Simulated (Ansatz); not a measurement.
NaCl: experiment and calculation

**Measured values to compare with.**

From a printed reference work (data compilation), for a bulk crystal of NaCl at 300 K: lattice constant a 5.64 Å.

From a printed reference work (textbook), for a bulk crystal of NaCl: bulk modulus 25.2 GPa.

How close the calculation comes is told at the end.

Method: DFT PBE, scalar-relativistic, plane waves, PAW (Ansatz).

Cutoff 420 eV; k points 8×8×8 on the computed 2-atom cell (Γ-centred); Gaussian smearing, width 0.02 eV; no spin polarisation.

Relaxed structure:

```cif
data_structure
_symmetry_space_group_name_H-M 'Fm-3m'
_symmetry_Int_Tables_number 225
_cell_length_a 5.6961
_cell_length_b 5.6961
_cell_length_c 5.6961
_cell_angle_alpha 90.000
_cell_angle_beta 90.000
_cell_angle_gamma 90.000
_cell_volume 184.81
loop_
_atom_site_label
_atom_site_type_symbol
_atom_site_symmetry_multiplicity
_atom_site_Wyckoff_symbol
_atom_site_fract_x
_atom_site_fract_y
_atom_site_fract_z
_atom_site_occupancy
Na1 Na 4 a 0.00000 0.00000 0.00000 1
Cl1 Cl 4 b 0.50000 0.00000 0.00000 1
```

* Space group: Fm-3m (No. 225)
* Volume per atom: 23.10 Å³
* Formation energy from the elements' standard states (uncorrected): -1.848 eV/atom
* Kohn–Sham band gap: 5.00 eV, direct at Γ
* Orbital (Löwdin) character of the top 1 eV of the valence band: Cl 3p 99 %
* Orbital (Löwdin) character of the lowest 1 eV of the conduction band: Na 3s 73 %, Cl 3s 19 %
* Electron masses at the edge by direction of the standard setting (m_e; one valley, along these axes only; no spin-orbit coupling): x: 0.40; y: 0.40; z: 0.40
* Hole masses at the edge by direction of the standard setting (m_e; one valley, along these axes only; no spin-orbit coupling): x: 2.9, 2.9, 0.65; y: 2.9, 2.9, 0.65; z: 2.9, 2.9, 0.65
* Bulk modulus: 24 GPa
* Its pressure derivative: 4.6
* Electronic dielectric constant xx, yy, zz (independent particles): 2.7, 2.7, 2.7
* Bader charge by site (e): Na (1 in the cell) 0.87, Cl (1 in the cell) -0.87

Measured lattice constant a of NaCl: 5.64 Å (300 K; a printed reference work (data compilation)). This calculation gives 5.696 Å (+1.0 %). The calculation is for 0 K without zero-point motion. A measured bulk modulus of NaCl is 25.2 GPa (a printed reference work (textbook)); the calculated 24 GPa falls short of it by 6.2 %. The calculation is for 0 K without zero-point motion.

The cell was reached from a generator's guess, though it ends in a space group that the Crystallography Open Database lists for this formula. Kohn–Sham gaps at this level usually fall short of measured ones. Löwdin shares on free-atom orbitals overweight diffuse shells in the empty bands.
